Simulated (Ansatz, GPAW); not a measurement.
Given: the input of a run of Ansatz 0.2.0 on TaN. The cell comes from a database or a generator and needn't be the stable form of this composition.

File input.yaml:

```yaml
crystal:
  lattice:
    - [0.0, 2.211323, 2.211323]
    - [2.211323, 0.0, 2.211323]
    - [2.211323, 2.211323, 0.0]
  atoms:
    - { symbol: Ta, position: [0.5, 0.5, 0.5] }
    - { symbol: "N", position: [0.0, 0.0, 0.0] }
kpoints:
  mp_grid: { grid: [10, 10, 10] }
scf:
  occupations: { method: gaussian, width: 0.027 }
hamiltonian:
  xc: pbe
  pseudopotentials: { kind: all_electron, lapw: { basis_error: 0.001 } }
output:
  forces: true
  stress: true
  eigenvalues: true
```

Potentials or basis: all-electron LAPW, scalar-relativistic.

Run with:

```bash
$ ansatz run input.yaml --threads 1 --pin off --max-ram 3072MiB --backend cpu --events-out ev --progress --plain --runs-dir out
```

Problem. What does the same run look like in GPAW 26.7.0 (ASE script)? Potentials or basis there: GPAW PAW data sets (gpaw-data 1.2.1), cutoff 800 eV.

Solution. As run (cutoffs and basis follow the program's own potentials, and thresholds, step limits or extra output files can differ):

Contents of run.py:

```python
from ase import Atoms
from ase.dft.bandgap import bandgap
from ase.io import write
from ase.units import GPa
from gpaw import GPAW, PW

atoms = Atoms(['Ta', 'N'],
              cell=[[0.0, 2.211323, 2.211323],
                    [2.211323, 0.0, 2.211323],
                    [2.211323, 2.211323, 0.0]],
              scaled_positions=[[0.5, 0.5, 0.5],
                                [0.0, 0.0, 0.0]],
              pbc=True)

calc = GPAW(mode=PW(800),
            xc='PBE',
            kpts={'size': (10, 10, 10), 'gamma': True},
            occupations={'name': 'methfessel-paxton', 'order': 0, 'width': 0.027000000000000003},
            nbands=19,
            convergence={'density': 1e-05, 'energy': 1e-05},
            maxiter=150,
            txt='gpaw.txt')
atoms.calc = calc
energy = atoms.get_potential_energy()
forces = atoms.get_forces()
stress = atoms.get_stress()
calc.write('gs.gpw')
write('result.traj', atoms)
print(f'Energy: {energy:.6f} eV')
print('Forces (eV/A):')
print(forces.round(4))
print('Stress (GPa):', (stress / GPa).round(3))
print('Fermi level:', round(calc.get_fermi_level(), 4), 'eV')
print(f'Gap: {bandgap(calc)[0]:.4f} eV, direct: {bandgap(calc, direct=True)[0]:.4f} eV')
```

Potentials or basis: GPAW PAW data sets (gpaw-data 1.2.1), pw.

Run with:

```sh
$ OMP_NUM_THREADS=1 python run.py
```

Both were run:

|  | Ansatz | GPAW |
| --- | --- | --- |
| Pressure | -1.2 GPa | -1.6 GPa |

Where Ansatz's input types no cutoff or centring, it takes its own default and a Γ-centred mesh.

Pressure is positive in compression.
